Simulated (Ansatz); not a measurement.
# Ga (P-1) in Ansatz: convergence with wavefunction cutoff

Aim: find how far wavefunction cutoff must go before the results for Ga settle, at r2SCAN. This setting moves, with any that are tied to it; all else stays.

Everything below comes from runs of Ansatz 0.2.0. Logs are shortened: lines on timing, memory, paths and dates and some standing lists are left out, and cuts for length are marked.

## Step 1: The cell of the first run

The typed cell holds 2 atoms: a = 2.778 Å, b = 3.282 Å, c = 4.210 Å, α = 90.00°, β = 108.61°, γ = 90.00°.

This isn't the form of Ga at room conditions, which is orthorhombic.

The cell isn't the ideal one: atoms moved at random, drawn with an rms of 0.05 Å.

## Step 2: With wavefunction cutoff 400 eV

input.yaml reads:

```yaml
crystal:
  lattice:
    - [2.7784220849, 0.0, 0.0]
    - [0.0, 3.28160879, 0.0]
    - [-1.3434310986, 0.0, 3.9902731763]
  atoms:
    - { symbol: Ga, position: [0.131356, 0.747603, 0.767233] }
    - { symbol: Ga, position: [0.85768, 0.25727, 0.22752] }
hamiltonian:
  xc: r2scan
  pseudopotentials: { kind: nc, accuracy: standard }
kpoints:
  mp_grid: { grid: [7, 6, 5] }
scf:
  occupations: { method: gaussian, width: 0.05 }
output:
  forces: true
  stress: true
  eigenvalues: true
basis:
  ecutwfc: "400 eV"
```

Potentials or basis: PseudoDojo standard (PBE files).

Run with:

```bash
$ ansatz run input.yaml --threads 2 --pin off --max-ram 5632MiB --backend cpu --events-out ev --progress --plain --runs-dir out
```

What it wrote:

```text
Warning: basis.ecutwfc = 400 eV is below the records' recommended 1088.45545 eV, and the density's cutoff is lower with it unless basis.ecutrho_ratio is high enough to keep the records' density cutoff: compare with a run at a higher cutoff
Warning: hamiltonian.xc reads the kinetic-energy density τ on the library's norm-conserving files, and those of Ga were made for PBE. This build holds files of Ga that were made for r²SCAN, which a deck under this functional can read where it names no table (hamiltonian.pseudopotentials.accuracy or source), types no xc_functional and has no exact exchange, max_exx_coeff or level of output.embedding that keeps them out. To compare such runs, type hamiltonian.pseudopotentials: {kind: paw, frozen_core: stored} on both or, where PAW refuses one, {kind: nc, accuracy: standard}
Warning: RAYON_NUM_THREADS=2 ignored (pool sized by the plan → 2); use --threads N
Engine: ansatz 0.2.0, aarch64-unknown-linux-gnu
Pseudopotentials: kind: nc
Pseudopotential: Ga, nc, valence charge 13, recommended cutoff 1088.45545 eV (normal), Ga.nc.azcp (PseudoDojo's, or run here from an input of PseudoDojo's; its table is named by hamiltonian.pseudopotentials.accuracy)
Functional definition: r2SCAN
  parameter k0 = 0.174
  parameter k1 = 0.065
  parameter a1 = 4.9479
  exchange = r2scan_x(k0 = k0, k1 = k1, a1 = a1)
  correlation = r2scan_c
Crystal: 2 atoms, lattice volume = 36.382 Å³
Basis set: ecut = 400 eV, 657 PW (Γ), exchange–correlation on 80×96×120 points (64 copies of the dense FFT grid, shifted against one another)
Bands: 17, of which v1, the nominal top of the filled ones, is band 13 counted from 1 (12 counted from 0)
Symmetry: 2 space group operations
Space group: P-1 (ITA 2), of the structure as read, at distance tolerance 3.3e-5 Å
k-points: 106 of 210
Non-local potential: Ga, projectors of the file, l = 0: 2, l = 1: 2, l = 2: 2
Initial density: superposition of atomic densities (chi_scale 0.1, normalization cell)
Initial wavefunctions: pseudopotential atomic-orbital guess
Functional: x = r2scan, c = r2scan; τ floored in thin density (d = 2e-4 eV/Å³)
SCF iter   1: F=—  HF=-4018.663450 eV  |F-HF|=—  |Δ(HF+E_count)|=         —  Δρ=9.69e-1  dr2=1.21e2  dr2_τ=1.55e3  ethr=3.10e-3  ⟨swp⟩=5.2  Hψ=10151  notcnv=0
preconditioner: auto → Kerker (q_TF=auto, 2.580 Å⁻¹)  [metal: Δε(μ)=0.002 eV  Ē_g=10.403 eV  σ=0.050 eV  W_gap=0.02  n_scr=12 (ndim 8)  ℏωp=31.4 eV  f_vac=0.001  D(μ)=2.16/eV (n_scr^D=24)]
SCF iter   2: F=—  HF=-3974.042968 eV  |F-HF|=—  |Δ(HF+E_count)|=    4.46e1  Δρ=4.56e-1  dr2=2.01e1  dr2_τ=3.54e1  ethr=3.10e-3  ⟨swp⟩=3.7  Hψ=6206  notcnv=0  defer=18
SCF iter   3: F=—  HF=-3963.518569 eV  |F-HF|=—  |Δ(HF+E_count)|=    1.05e1  Δρ=7.38e-2  dr2=5.17e-1  dr2_τ=1.40e0  ethr=3.10e-3  ⟨swp⟩=3.0  Hψ=4839  notcnv=0  defer=18
SCF iter   4: F=—  HF=-3963.230850 eV  |F-HF|=—  |Δ(HF+E_count)|=   2.88e-1  Δρ=8.37e-3  dr2=2.93e-3  dr2_τ=2.64e-1  ethr=1.99e-3  ⟨swp⟩=2.0  Hψ=4366  notcnv=0  defer=18
SCF iter   5: F=—  HF=-3963.232261 eV  |F-HF|=—  |Δ(HF+E_count)|=   1.41e-3  Δρ=6.15e-4  dr2=8.66e-5  dr2_τ=1.66e-4  ethr=1.13e-5  ⟨swp⟩=2.0  Hψ=2952  notcnv=0  defer=18
SCF iter   6: F=—  HF=-3963.232297 eV  |F-HF|=—  |Δ(HF+E_count)|=   3.69e-5  Δρ=2.16e-4  dr2=1.81e-5  dr2_τ=6.30e-5  ethr=3.33e-7  ⟨swp⟩=2.3  Hψ=3052  notcnv=0  defer=18
SCF iter   7: F=—  HF=-3963.232301 eV  |F-HF|=—  |Δ(HF+E_count)|=   3.76e-6  Δρ=5.34e-5  dr2=9.67e-7  dr2_τ=9.65e-7  ethr=6.96e-8  ⟨swp⟩=2.9  Hψ=3057  notcnv=0  defer=18
SCF iter   8: F=-3963.232301 eV  HF=-3963.232301 eV  |F-HF|=6.13e-10  |Δ(HF+E_count)|=   4.33e-8  Δρ=1.48e-5  dr2=7.31e-8  dr2_τ=7.93e-8  ethr=3.85e-10  ⟨swp⟩=7.9  Hψ=9897  notcnv=0
SCF 1 converged in 8 iterations: F = -3963.232301 eV  dr2 = 7.31e-8
SCF converged after 8 iterations
Free energy (F): -3963.232301 eV
Harris-Foulkes:  -3963.232301 eV  (|F-HF|=6.13e-10)
Internal energy: -3963.230730 eV  (E = F + TS)
E sigma→0 (E₀):  -3963.231515 eV
Entropy (-TS):   -0.001572 eV (-0.786 meV/atom)
Fermi energy:    11.427256 eV
--- Per-component energies (eV) ---
  E_band       = -40.844572
  E_kinetic    = 2686.134708
  E_local      = -2369.465590  (includes V_loc(G=0)·N_el)
  E_nonlocal   = -1358.684922
  E_hartree    = 834.237614
  E_xc         = -1110.313744
  E_vxc        = -737.875601  (∫ρ·V_xc dr)
  E_vtau       = 70.571974  (kinetic-family band-sum trace: ∫τ·v_τ [+ j·A + Jᵃ·Aᵃ] dr)
  E_ewald      = -2645.138796
  E_smearing   = -0.001572  (= −TS)
  E_closure    = -0.000000  (closes the sum)
  Σ components = -3963.232301   (vs F -3963.232301, Δ=0.00e0)
--- Forces (eV/Å), atoms counted from 1 ---
  atom   1  Ga     0.09451120    -0.01163448     0.08720806
  atom   2  Ga    -0.09451120     0.01163448    -0.08720806
  max |Σ_I F_I| component: 0.00e0 eV/Å
--- Stress (GPa, compression-positive) ---
       -2.540268       0.110599       2.691318
        0.110599      -9.907157       0.132160
        2.691318       0.132160      -7.737805
  P = ⅓ Tr σ = -6.7284 GPa (-67.284 kbar)
--- Band table (eV; the first three rows and the last of 106) ---
  k-point 0: bands = ["-5.8928", "-5.6017", "-4.4938", "-4.0195", "-3.9087", "-3.6352", "-3.0779", "-2.9703", "-2.7052", "-2.5120", "-0.4992", "8.5932", "9.4944", "13.1249", "19.2932", "20.2214", "21.2580"]
  k-point 1: bands = ["-5.9216", "-5.3532", "-5.2749", "-4.8754", "-3.7514", "-3.5125", "-3.4365", "-3.0473", "-2.7733", "-2.5007", "-0.1246", "5.7226", "12.6559", "13.6261", "19.1409", "19.5885", "19.8684"]
  k-point 2: bands = ["-5.7925", "-4.7101", "-4.5211", "-4.0665", "-3.9333", "-3.6951", "-3.4725", "-3.4088", "-3.0976", "-2.6795", "0.9726", "3.1197", "14.9861", "15.8679", "17.4087", "18.3206", "18.4064"]
  k-point 105: bands = ["-5.4494", "-5.1911", "-4.4349", "-4.1810", "-3.9152", "-3.6610", "-3.2743", "-2.8330", "-2.4951", "-2.3375", "3.5629", "8.4048", "9.8517", "11.6419", "14.5357", "15.4783", "18.9472"]
```

Wall time 4.4 s (2 threads of Arm Neoverse V1, shared host); peak memory 0.32 GiB.

What came out:

| Property | Result |
| --- | --- |
| Free energy | -3963.2323 eV |
| Pressure | -6.7 GPa |
| Largest force | 0.129 eV/Å |
| Band gap on the k mesh | none (metal or under the smearing width) |

## Step 3: With wavefunction cutoff 500 eV

input.yaml: that of step 2 with these lines changed.

```diff
@@ -20,2 +20,2 @@
 basis:
-  ecutwfc: "400 eV"
+  ecutwfc: "500 eV"
```

Potentials or basis: PseudoDojo standard (PBE files).

Run with:

```bash
$ ansatz run input.yaml --threads 2 --pin off --max-ram 5632MiB --backend cpu --events-out ev --progress --plain --runs-dir out
```

Run time: 5.9 s. Hardware: 2 threads of Arm Neoverse V1, shared host; peak memory 0.35 GiB.

Results:

* Free energy: -4112.1843 eV
* Pressure: -8.6 GPa
* Largest force: 0.711 eV/Å
* Band gap on the k mesh: none (metal or under the smearing width)

## Step 4: With wavefunction cutoff 600 eV

input.yaml: that of step 3 with these lines changed.

```diff
@@ -20,2 +20,2 @@
 basis:
-  ecutwfc: "500 eV"
+  ecutwfc: "600 eV"
```

Run with:

```bash
$ ansatz run input.yaml --threads 2 --pin off --max-ram 5632MiB --backend cpu --events-out ev --progress --plain --runs-dir out
```

It took 8 s on 2 threads of Arm Neoverse V1, shared host; peak memory 0.39 GiB.

What came out:

* Free energy: -4184.3326 eV
* Pressure: -2.6 GPa
* Largest force: 0.128 eV/Å
* Band gap on the k mesh: none (metal or under the smearing width)

## Step 5: With wavefunction cutoff 700 eV

input.yaml: that of step 4 with these lines changed.

```diff
@@ -20,2 +20,2 @@
 basis:
-  ecutwfc: "600 eV"
+  ecutwfc: "700 eV"
```

Run with:

```bash
$ ansatz run input.yaml --threads 2 --pin off --max-ram 5632MiB --backend cpu --events-out ev --progress --plain --runs-dir out
```

It took 8.2 s on 2 threads of Arm Neoverse V1, shared host; peak memory 0.42 GiB.

Results:

```
Free energy            : -4212.0979 eV
Pressure               : -1.0 GPa
Largest force          : 0.092 eV/Å
Band gap on the k mesh : none (metal or under the smearing width)
```

## Step 6: With wavefunction cutoff 850 eV

input.yaml: that of step 5 with these lines changed.

```diff
@@ -20,2 +20,2 @@
 basis:
-  ecutwfc: "700 eV"
+  ecutwfc: "850 eV"
```

Potentials or basis: PseudoDojo standard (PBE files).

Run with:

```bash
$ ansatz run input.yaml --threads 2 --pin off --max-ram 5632MiB --backend cpu --events-out ev --progress --plain --runs-dir out
```

Run time: 13 s. Hardware: 2 threads of Arm Neoverse V1, shared host; peak memory 0.48 GiB.

The run converged. Its results:

* Free energy: -4221.1685 eV
* Pressure: -0.8 GPa
* Largest force: 0.142 eV/Å
* Band gap on the k mesh: none (metal or under the smearing width)

## Step 7: With wavefunction cutoff 1000 eV

input.yaml: that of step 6 with these lines changed.

```diff
@@ -20,2 +20,2 @@
 basis:
-  ecutwfc: "850 eV"
+  ecutwfc: "1000 eV"
```

Run with:

```bash
$ ansatz run input.yaml --threads 2 --pin off --max-ram 5632MiB --backend cpu --events-out ev --progress --plain --runs-dir out
```

Run time: 17 s. Hardware: 2 threads of Arm Neoverse V1, shared host; peak memory 0.54 GiB.

The run converged. Its results:

```yaml
Free_energy: -4221.8924 eV
Pressure: -0.8 GPa
Largest_force: 0.135 eV/Å
Band_gap_on_the_k_mesh: none (metal or under the smearing width)
```

## Step 8: With wavefunction cutoff 1200 eV

input.yaml: that of step 7 with these lines changed.

```diff
@@ -20,2 +20,2 @@
 basis:
-  ecutwfc: "1000 eV"
+  ecutwfc: "1200 eV"
```

Run with:

```bash
$ ansatz run input.yaml --threads 2 --pin off --max-ram 5632MiB --backend cpu --events-out ev --progress --plain --runs-dir out
```

It took 19 s on 2 threads of Arm Neoverse V1, shared host; peak memory 0.63 GiB.

Results (log left out):

```
Free energy            : -4221.9164 eV
Pressure               : -0.8 GPa
Largest force          : 0.135 eV/Å
Band gap on the k mesh : none (metal or under the smearing width)
```

## Step 9: With wavefunction cutoff 1400 eV

input.yaml: that of step 8 with these lines changed.

```diff
@@ -20,2 +20,2 @@
 basis:
-  ecutwfc: "1200 eV"
+  ecutwfc: "1400 eV"
```

Potentials or basis: PseudoDojo standard (PBE files).

Run with:

```bash
$ ansatz run input.yaml --threads 2 --pin off --max-ram 5632MiB --backend cpu --events-out ev --progress --plain --runs-dir out
```

Run time: 22 s. Hardware: 2 threads of Arm Neoverse V1, shared host; peak memory 0.74 GiB.

It converged, with:

```yaml
Free_energy: -4221.9170 eV
Pressure: -0.8 GPa
Largest_force: 0.135 eV/Å
Band_gap_on_the_k_mesh: none (metal or under the smearing width)
```

## Step 10: With wavefunction cutoff 1700 eV

input.yaml: that of step 9 with these lines changed.

```diff
@@ -20,2 +20,2 @@
 basis:
-  ecutwfc: "1400 eV"
+  ecutwfc: "1700 eV"
```

Run with:

```bash
$ ansatz run input.yaml --threads 2 --pin off --max-ram 5632MiB --backend cpu --events-out ev --progress --plain --runs-dir out
```

Run time: 26 s. Hardware: 2 threads of Arm Neoverse V1, shared host; peak memory 0.88 GiB.

Results (log left out):

- Free energy: -4221.9185 eV
- Pressure: -0.8 GPa
- Largest force: 0.136 eV/Å
- Band gap on the k mesh: none (metal or under the smearing width)

## Step 11: Result

| wavefunction cutoff | energy less the tightest run, at zero smearing (meV/atom) | pressure (GPa) | largest force (eV/Å) | SCF cycles | CPU time (s) | peak memory (GiB) |
| --- | --- | --- | --- | --- | --- | --- |
| 400 eV | 129343.02 | -6.73 | 0.129 | 8 | 8.7 | 0.32 |
| 500 eV | 54867.33 | -8.57 | 0.711 | 9 | 12 | 0.35 |
| 600 eV | 18793.07 | -2.58 | 0.128 | 9 | 16 | 0.39 |
| 700 eV | 4910.27 | -0.97 | 0.092 | 8 | 16 | 0.42 |
| 850 eV | 374.99 | -0.78 | 0.142 | 8 | 26 | 0.48 |
| 1000 eV | 13.01 | -0.75 | 0.135 | 8 | 33 | 0.54 |
| 1200 eV | 1.02 | -0.76 | 0.135 | 8 | 38 | 0.63 |
| 1400 eV | 0.73 | -0.76 | 0.135 | 8 | 43 | 0.74 |
| 1700 eV | 0.00 | -0.76 | 0.136 | 8 | 52 | 0.88 |

Against the tightest run, the energy stays within 1 meV/atom from 1400 eV on; the pressure stays within 0.1 GPa from 850 eV on; the largest force stays within 0.005 eV/Å from 1000 eV on. The tightest run that finished is the yardstick and may itself not be fully converged.

Caveats: the meta-GGA runs on potentials made for a GGA; the potentials were made for another functional, which shifts forces and pressure.
